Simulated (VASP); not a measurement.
# Li2O (Fm-3m) in VASP: a series of runs

Runs on Li2O. Level: PBEsol. Tasks: single point, relaxation of cell and atoms.

Everything below comes from runs of VASP 6.6.1. Logs are shortened: lines on timing, memory, paths and dates and some standing lists are left out, and cuts for length are marked.

### 1 The crystal as given

It takes space group Fm-3m (No. 225, cubic). Conventional cell: a = 4.580 Å, b = 4.580 Å, c = 4.580 Å, α = 90.00°, β = 90.00°, γ = 90.00°. Around Li (site symmetry -43m) lie 4 O at 1.98 Å. O (site symmetry m-3m) has 8 Li at 1.98 Å as nearest neighbours.

### 2 Single point, PBEsol

Input file INCAR:

```
SYSTEM = Li2O
PREC = Accurate
ENCUT = 520
EDIFF = 1E-7
ISMEAR = 0
SIGMA = 0.02
LREAL = .FALSE.
LASPH = .TRUE.
NELM = 100
ALGO = Normal
ISIF = 2
LWAVE = .FALSE.
LCHARG = .FALSE.
GGA = PS
NBANDS = 13
```

Input file KPOINTS:

```
regular mesh
0
G
  8 8 8
  0 0 0
```

Input file POSCAR:

```
Li2O
1.0
    0.0000000000      2.2899256073      2.2899256073
    2.2899256073      0.0000000000      2.2899256073
    2.2899256073      2.2899256073      0.0000000000
Li O
2 1
Direct
    0.2500000000      0.2500000000      0.2500000000
    0.7500000000      0.7500000000      0.7500000000
    0.0000000000      0.0000000000      0.0000000000
```

Potentials or basis: VASP PAW PBE potentials, release 64 (Li_sv, O).

The run is started by

```bash
> cat potpaw_PBE.64/Li_sv/POTCAR potpaw_PBE.64/O/POTCAR > POTCAR
> mpirun -np 1 vasp_std > vasp.out
```

OUTCAR:

```text
SYSTEM = Li2O
   PREC = Accurate
   ENCUT = 520
   EDIFF = 1E-7
   ISMEAR = 0
   LREAL = .FALSE.
   LASPH = .TRUE.
   NELM = 100
   ISIF = 2
   GGA = PS

 ion  position               nearest neighbor table
   1  0.250  0.250  0.250-   3 1.98   3 1.98   3 1.98   3 1.98   2 2.29   2 2.29   2 2.29   2 2.29
                             2 2.29   2 2.29
   2  0.750  0.750  0.750-   3 1.98   3 1.98   3 1.98   3 1.98   1 2.29   1 2.29   1 2.29   1 2.29
                             1 2.29   1 2.29
   3  0.000  0.000  0.000-   2 1.98   2 1.98   2 1.98   1 1.98   2 1.98   1 1.98   1 1.98   1 1.98

  LATTYP: Found a face centered cubic cell.
 ALAT       =     4.5798512146

  Lattice vectors:

 A1 = (   0.0000000000,   2.2899256073,   2.2899256073)
 A2 = (   2.2899256073,   0.0000000000,   2.2899256073)
 A3 = (   2.2899256073,   2.2899256073,   0.0000000000)

Analysis of symmetry for initial positions (statically):
=====================================================================
 Subroutine PRICEL returns:
 Original cell was already a primitive cell.

 Routine SETGRP: Setting up the symmetry group for a
 face centered cubic supercell.

 Subroutine GETGRP returns: Found 48 space group operations
 (whereof 48 operations were pure point group operations)
 out of a pool of 48 trial point group operations.

The static configuration has the point symmetry O_h .

Analysis of symmetry for dynamics (positions and initial velocities):
=====================================================================
 Subroutine PRICEL returns:
 Original cell was already a primitive cell.

 Routine SETGRP: Setting up the symmetry group for a
 face centered cubic supercell.

 Subroutine GETGRP returns: Found 48 space group operations
 (whereof 48 operations were pure point group operations)
 out of a pool of 48 trial point group operations.

The dynamic configuration has the point symmetry O_h .

 Subroutine INISYM returns: Found 48 space group operations
 (whereof 48 operations are pure point group operations),
 and found     1 'primitive' translations

----------------------------------------------------------------------------------------

                                     Primitive cell

  volume of cell :      24.0156

  direct lattice vectors                    reciprocal lattice vectors
     0.000000000  2.289925607  2.289925607    -0.218347705  0.218347705  0.218347705
     2.289925607  0.000000000  2.289925607     0.218347705 -0.218347705  0.218347705
     2.289925607  2.289925607  0.000000000     0.218347705  0.218347705 -0.218347705

  length of vectors
[... 98 lines left out ...]
   EFERMI =   0.00;   METHOD = LEGACY
   ISMEAR =     0;   SIGMA  =   0.02  broadening in eV -4-tet -1-fermi 0-gaus
   EFERMI_NEDOS =   21; number of points for ismear=-14 and -15
   IALGO  =     38    algorithm
   IMIX   =      4    mixing-type and parameters
     AMIX     =   0.40;   BMIX     =  1.00
     AMIX_MAG =   1.60;   BMIX_MAG =  1.00
  volume/ion in A,a.u.               =       8.01        54.02
  Fermi-wavevector in a.u.,A,eV,Ry     =   1.299084  2.454913 22.961451  1.687619
  Thomas-Fermi vector in A             =   2.430371
   LORBIT       =      0    0 simple, 1 ext, 2 COOP (PROOUT), +10 PAW based schemes
   GGA     = PS    functional components
   LHFCALC =     F    Hartree Fock is set to
   AEXX    =    0.0000 exact exchange contribution
   IVDW    =     0    specifies the selected vdW correction
   LEPSILON=     F    determine dielectric tensor
   LRPA    =     F    only Hartree local field effects (RPA)
 non-spin polarized calculation
 Gauss-broadening in eV      SIGMA  =   0.02
  energy-cutoff  :      520.00
  volume of cell :       24.02
 maximum number of plane-waves:       660
   NGX = 13   NGY = 13   NGZ = 13

 number of electron      11.9999985 magnetization

 Free energy of the ion-electron system (eV)
  ---------------------------------------------------
  ext. energy  EPLUGINS =         0.00000000
  ---------------------------------------------------
  free energy    TOTEN  =       -14.74588979 eV

  energy without entropy =      -14.74588979  energy(sigma->0) =      -14.74588979

 E-fermi :   1.4634     XC(G=0): -10.0327

 val. band max:        1.3668886820   @ k =   0.0000   0.0000   0.0000
 cond. band min:       6.2305259078   @ k =   0.5000   0.5000   0.0000
 fundamental gap:      4.8636372258
 Fermi energy:         1.4633663781

 k-point     1 :       0.0000    0.0000    0.0000
  band No.  band energies     occupation
      1     -40.8675      2.00000
      2     -40.4860      2.00000
      3     -14.0282      2.00000
      4       1.3669      2.00000
      5       1.3669      2.00000
      6       1.3669      2.00000
      7       6.7232      0.00000
      8      13.3091      0.00000
      9      13.3091      0.00000
     10      13.3092      0.00000
     11      20.4614      0.00000
     12      20.4614      0.00000
     13      20.4614      0.00000
[... 354 lines left out ...]
  band No.  band energies     occupation
      1     -40.6583      2.00000
      2     -40.6576      2.00000
      3     -13.7719      2.00000
      4      -1.1857      2.00000
      5       0.3290      2.00000
      6       0.5233      2.00000
      7       9.2967      0.00000
      8      11.7496      0.00000
      9      14.5072      0.00000
     10      14.9122      0.00000
     11      19.0741      0.00000
     12      19.4059      0.00000
     13      24.6095      0.00000

 [... further k-points ...]

------------------------ aborting loop because EDIFF is reached ----------------------------------------

  FORCE on cell =-STRESS in cart. coord.  units (eV):
  Direction    XX          YY          ZZ          XY          YZ          ZX
  --------------------------------------------------------------------------------------
  -------------------------------------------------------------------------------------
  Total        0.0453942      0.0453942      0.0453942     -0.0000000     -0.0000000      0.0000000
  in kB        3.0284254      3.0284254      3.0284254     -0.0000000     -0.0000000      0.0000000
  external PRESSURE =       3.0284254 kB  Pullay stress =       0.0000000 kB

 VOLUME and BASIS-vectors are now :
 -----------------------------------------------------------------------------
  energy-cutoff  :      520.00
  volume of cell :       24.02
      direct lattice vectors                 reciprocal lattice vectors
     0.000000000  2.289925607  2.289925607    -0.218347705  0.218347705  0.218347705
     2.289925607  0.000000000  2.289925607     0.218347705 -0.218347705  0.218347705
     2.289925607  2.289925607  0.000000000     0.218347705  0.218347705 -0.218347705

 POSITION                                       TOTAL-FORCE (eV/Angst)
 -----------------------------------------------------------------------------------
      1.14496      1.14496      1.14496         0.000000      0.000000     -0.000000
      3.43489      3.43489      3.43489        -0.000000     -0.000000      0.000000
      0.00000      0.00000      0.00000        -0.000000      0.000000     -0.000000
 -----------------------------------------------------------------------------------
    total drift:                               -0.000000      0.000000      0.000000

  FREE ENERGIE OF THE ION-ELECTRON SYSTEM (eV)
  ---------------------------------------------------
  free  energy   TOTEN  =       -14.7458897886 eV

  energy  without entropy=      -14.7458897886  energy(sigma->0) =      -14.74588979
```

OSZICAR:

```text
N       E                     dE             d eps       ncg     rms          rms(c)
DAV:   1     0.473201809246E+02    0.47320E+02   -0.56512E+03   754   0.983E+02
DAV:   2    -0.109365825999E+02   -0.58257E+02   -0.55231E+02   945   0.224E+02
DAV:   3    -0.162986090176E+02   -0.53620E+01   -0.53176E+01  1316   0.510E+01
DAV:   4    -0.163650882246E+02   -0.66479E-01   -0.66472E-01   868   0.720E+00
DAV:   5    -0.163655907039E+02   -0.50248E-03   -0.50247E-03  1083   0.468E-01    0.702E+00
DAV:   6    -0.147983781462E+02    0.15672E+01   -0.73246E+00   804   0.143E+01    0.275E+00
DAV:   7    -0.147581226848E+02    0.40255E-01   -0.17417E-01   942   0.293E+00    0.147E+00
DAV:   8    -0.147473631029E+02    0.10760E-01   -0.66218E-02   759   0.243E+00    0.399E-01
DAV:   9    -0.147456773651E+02    0.16857E-02   -0.57369E-03   988   0.623E-01    0.114E-01
DAV:  10    -0.147459061667E+02   -0.22880E-03   -0.49238E-04   879   0.187E-01    0.420E-02
DAV:  11    -0.147458897427E+02    0.16424E-04   -0.41278E-05   969   0.669E-02    0.111E-02
DAV:  12    -0.147458905040E+02   -0.76123E-06   -0.49182E-06   943   0.240E-02    0.784E-03
DAV:  13    -0.147458898379E+02    0.66610E-06   -0.33023E-06   922   0.163E-02    0.156E-03
DAV:  14    -0.147458897886E+02    0.49313E-07   -0.43155E-08   723   0.218E-03
   1 F= -.14745890E+02 E0= -.14745890E+02  d E =-.517991E-14
```

stdout:

```text
POSCAR found type information on POSCAR LiO
 POSCAR found :  2 types and       3 ions
 scaLAPACK will be used
 -----------------------------------------------------------------------------
|                                                                             |
|                                                                             |
|     You enforced a specific xc type in the INCAR file but a different       |
|     I HOPE YOU KNOW WHAT YOU ARE DOING!                                     |
|                                                                             |
 -----------------------------------------------------------------------------

 LDA part: xc-table for (Slater+PW92), standard interpolation
 POSCAR, INCAR and KPOINTS ok, starting setup
 FFT: planning ... GRIDC
 FFT: planning ... GRID_SOFT
 FFT: planning ... GRID
 WAVECAR not read
 entering main loop
```

It took 5.6 s on 1 thread of Intel Xeon Platinum 8488C (Sapphire Rapids), shared host; peak memory 0.13 GiB.

What came out:

| Property | Result |
| --- | --- |
| Free energy | -14.7459 eV |
| Band gap on the k mesh | 4.86 eV, indirect (least direct gap 5.36 eV) |

Caveat: the cutoff is under 1.25 times the usual one of these potentials, so pressure, stress and relaxed cells hold a basis-set (Pulay) error; the PAW data sets were made with another functional, which shifts forces and pressure a little.

### 3 Relaxation of cell and atoms, PBEsol

This run uses another cell than the first one, of 8.16 Å³/atom, 1.020 times its volume.

Input file INCAR:

```
SYSTEM = Li2O
PREC = Accurate
ENCUT = 600
EDIFF = 1E-6
ISMEAR = 0
SIGMA = 0.02
LREAL = .FALSE.
LASPH = .TRUE.
NELM = 100
ALGO = Fast
ISIF = 3
LWAVE = .FALSE.
LCHARG = .FALSE.
GGA = PS
IBRION = 2
NSW = 100
EDIFFG = -0.005
```

KPOINTS is that of step 2.

Input file POSCAR:

```
Li2O
1.0
    0.0000000000      2.3050000000      2.3050000000
    2.3050000000      0.0000000000      2.3050000000
    2.3050000000      2.3050000000      0.0000000000
Li O
2 1
Direct
    0.2500000000      0.2500000000      0.2500000000
    0.7500000000      0.7500000000      0.7500000000
    0.0000000000      0.0000000000      0.0000000000
```

Potentials or basis: VASP PAW PBE potentials, release 64 (Li_sv, O).

The run is started by

```bash
> cat potpaw_PBE.64/Li_sv/POTCAR potpaw_PBE.64/O/POTCAR > POTCAR
> mpirun -np 1 vasp_std > vasp.out
```

It took 21 s on 1 thread of Intel Xeon Platinum 8488C (Sapphire Rapids), shared host; peak memory 0.14 GiB.

The run converged. Its results:

```yaml
Free_energy: -14.7520 eV
Relaxed_volume: 8.00 Å³/atom
Relaxed_cell: a = 3.237 Å, b = 3.237 Å, c = 3.237 Å, α = 60.00°, β = 60.00°, γ = 60.00°
Space_group_after_relaxing_to_0.05_Å: Fm-3m (No. 225)
Energy_gained_by_relaxing: 0.8 meV/atom
Ionic_steps: 3
Pressure_after_relaxing: 0.1 GPa
Band_gap_on_the_k_mesh: 4.87 eV, indirect (least direct gap 5.36 eV)
```

The path:
```csv
step,energy change (eV),largest force (eV/Å),pressure (GPa),volume (Å³)
1,0.0000,0.0000,-1.57,24.49
2,-0.0020,0.0000,-0.67,24.21
3,-0.0024,0.0000,0.09,23.99
```

Final structure:
```yaml
crystal:
  lattice:
    - [0.00000, 2.28899, 2.28899]
    - [2.28899, 0.00000, 2.28899]
    - [2.28899, 2.28899, 0.00000]
  atoms:
    - { symbol: Li, position: [0.25000, 0.25000, 0.25000] }
    - { symbol: Li, position: [0.75000, 0.75000, 0.75000] }
    - { symbol: O, position: [0.00000, 0.00000, 0.00000] }
```

Levels at points of the mesh, in eV from the valence-band top:
| k point | band 2 | band 3 | band 4 | band 5 | band 6 | band 7 | band 8 | band 9 | band 10 |
| --- | --- | --- | --- | --- | --- | --- | --- | --- | --- |
| (0.00, 0.00, 0.00) | -41.84 | -15.40 | 0.00 | 0.00 | 0.00 | 5.36 | 11.95 | 11.95 | 11.95 |
| (0.50, 0.00, 0.00) | -42.02 | -15.17 | -2.87 | -0.47 | -0.47 | 9.26 | 10.00 | 12.07 | 12.07 |
| (0.50, 0.50, 0.00) | -41.95 | -15.13 | -1.63 | -1.45 | -1.45 | 4.87 | 13.66 | 13.66 | 14.99 |

Caveat: the cutoff is under 1.25 times the usual one of these potentials, so pressure, stress and relaxed cells hold a basis-set (Pulay) error; the PAW data sets were made with another functional, which shifts forces and pressure a little. Expect the measured gap to be larger: semilocal functionals such as PBEsol lack the derivative discontinuity.

### 4 Single point, PBEsol (cell and atoms relaxed tightly for response)

Input file INCAR:

```
PREC = Accurate
ENCUT = 520
EDIFF = 1E-6
ISMEAR = 0
SIGMA = 0.01
LREAL = F
LASPH = T
NELM = 100
ALGO = Normal
ISIF = 2
LWAVE = F
LCHARG = T
GGA = PS
LELF = T
LVHAR = T
NBANDS = 13
```

Input file KPOINTS:

```
regular mesh
0
Gamma
  8 8 8
```

Input file POSCAR:

```
Li2O
1.0
    0.0000000000      2.2899256073      2.2899256073
    2.2899256073      0.0000000000      2.2899256073
    2.2899256073      2.2899256073      0.0000000000
Li O
2 1
Direct
    0.2500000000      0.2500000000      0.2500000000
    0.7500000000      0.7500000000      0.7500000000
    0.0000000000      0.0000000000      0.0000000000
```

The run is started by

```bash
> cat potpaw_PBE.64/Li_sv/POTCAR potpaw_PBE.64/O/POTCAR > POTCAR
> mpirun -np 1 vasp_std > vasp.out
```

Wall time 7.5 s (1 thread of Intel Xeon Platinum 8488C (Sapphire Rapids), shared host); peak memory 0.13 GiB.

Results (log left out):

- Free energy: -14.7459 eV
- Band gap on the k mesh: 4.86 eV, indirect (least direct gap 5.36 eV)

Levels at points of the mesh, in eV from the valence-band top:
```csv
k point,band 3,band 4,band 5,band 6,band 7,band 8,band 9,band 10
"(0.00, 0.00, 0.00)",-15.40,0.00,0.00,0.00,5.36,11.94,11.94,11.94
"(0.50, 0.00, 0.00)",-15.17,-2.87,-0.47,-0.47,9.25,9.99,12.06,12.06
"(0.50, 0.50, 0.00)",-15.12,-1.63,-1.45,-1.45,4.86,13.65,13.65,14.98
```

Caveat: the cutoff is under 1.25 times the usual one of these potentials, so pressure, stress and relaxed cells hold a basis-set (Pulay) error; the PAW data sets were made with another functional, which shifts forces and pressure a little. A k mesh can miss the band edges.

### 5 Relaxation of cell and atoms, PBEsol (cell and atoms relaxed tightly for response)

Input file INCAR:

```
SYSTEM = Li2O
PREC = Accurate ; ENCUT = 600
EDIFF = 1E-7 ; ISMEAR = 0
SIGMA = 0.01 ; LREAL = .FALSE.
LASPH = .TRUE. ; NELM = 100
ALGO = Normal ; ISIF = 3
LWAVE = .FALSE. ; LCHARG = .FALSE.
GGA = PS ; IBRION = 2
NSW = 80 ; EDIFFG = -0.001
```

Input file KPOINTS:

```
regular mesh
0
G
  8 8 8
  0 0 0
```

POSCAR is that of step 4.

The run is started by

```bash
> cat potpaw_PBE.64/Li_sv/POTCAR potpaw_PBE.64/O/POTCAR > POTCAR
> mpirun -np 1 vasp_std > vasp.out
```

Wall time 20 s (1 thread of Intel Xeon Platinum 8488C (Sapphire Rapids), shared host); peak memory 0.14 GiB.

The run converged. Its results:

```yaml
Free_energy: -14.7501 eV
Relaxed_volume: 8.01 Å³/atom
Relaxed_cell: a = 3.239 Å, b = 3.239 Å, c = 3.239 Å, α = 60.00°, β = 60.00°, γ = 60.00°
Space_group_after_relaxing_to_0.05_Å: Fm-3m (No. 225)
Energy_gained_by_relaxing: 0.0 meV/atom
Ionic_steps: 4
Pressure_after_relaxing: 0.0 GPa
Band_gap_on_the_k_mesh: 4.86 eV, indirect (least direct gap 5.35 eV)
```

Final structure:
```
Li O
1.0
     0.00000    2.29036    2.29036
     2.29036    0.00000    2.29036
     2.29036    2.29036    0.00000
Li O
2 1
Direct
  0.25000 0.25000 0.25000
  0.75000 0.75000 0.75000
  0.00000 0.00000 0.00000
```

Levels at points of the mesh, in eV from the valence-band top:
| k point | band 2 | band 3 | band 4 | band 5 | band 6 | band 7 | band 8 | band 9 | band 10 |
| --- | --- | --- | --- | --- | --- | --- | --- | --- | --- |
| (0.00, 0.00, 0.00) | -41.85 | -15.39 | 0.00 | 0.00 | 0.00 | 5.35 | 11.94 | 11.94 | 11.94 |
| (0.50, 0.00, 0.00) | -42.02 | -15.17 | -2.87 | -0.46 | -0.46 | 9.25 | 9.98 | 12.06 | 12.06 |
| (0.50, 0.50, 0.00) | -41.96 | -15.12 | -1.63 | -1.45 | -1.45 | 4.86 | 13.65 | 13.65 | 14.97 |

Caveat: the cutoff is under 1.25 times the usual one of these potentials, so pressure, stress and relaxed cells hold a basis-set (Pulay) error; the PAW data sets were made with another functional, which shifts forces and pressure a little. A k mesh can miss the band edges.

[end of part 1 of 2]
